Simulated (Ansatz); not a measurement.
Co:

```
Co
1.0
     2.47200    0.00000    0.00000
    -1.23600    2.14081    0.00000
     0.00000    0.00000    4.02114
Co
2
Direct
  0.66667 0.33333 0.75000
  0.33333 0.66667 0.25000
```

* Program: Ansatz 0.2.0
* Task: single point
* Functional: PBE
* Potentials or basis: all-electron LAPW, scalar-relativistic
* Cutoff: 315 eV (chosen from the basis error)
* Basis error allowed: 0.001 eV/atom
* k mesh: 12 × 12 × 7
* Occupations: fermi-dirac, width 0.05 eV
* Spin: collinear spin, ferromagnetic start
* Starting moments: [2.0, 2.0] μB

On this cell: pressure 4.6 GPa; largest force under 0.003 eV/Å; net moment 3.21 μB per cell; site moments Co +1.66 μB; band gap on the k mesh none (metal or under the smearing width).

The same run follows on a disturbed copy (atoms moved at random, drawn with an rms of 0.05 Å):

```xyz
2
Lattice="2.4720 0.0000 0.0000 -1.2360 2.1408 0.0000 0.0000 0.0000 4.0211" Properties=species:S:1:pos:R:3 pbc="T T T"
Co    1.2570    0.6694    2.9866
Co    0.0418    1.3977    0.9655
```

Q: What changes?

A: The energy (extrapolated to zero smearing) moves by +0.6 meV/atom; pressure 4.7 GPa; largest force 0.095 eV/Å; net moment 3.21 μB per cell; site moments Co +1.66 μB; band gap on the k mesh none (metal or under the smearing width).

Forces in eV/Å, atoms in the order of the input:
```
Co   0.053  0.038 -0.069
Co  -0.053 -0.038  0.069
```

Stress tensor (GPa, compression positive):
```
 5.30 -0.42 -0.03
-0.42  5.90 -0.02
-0.03 -0.02  2.90
```
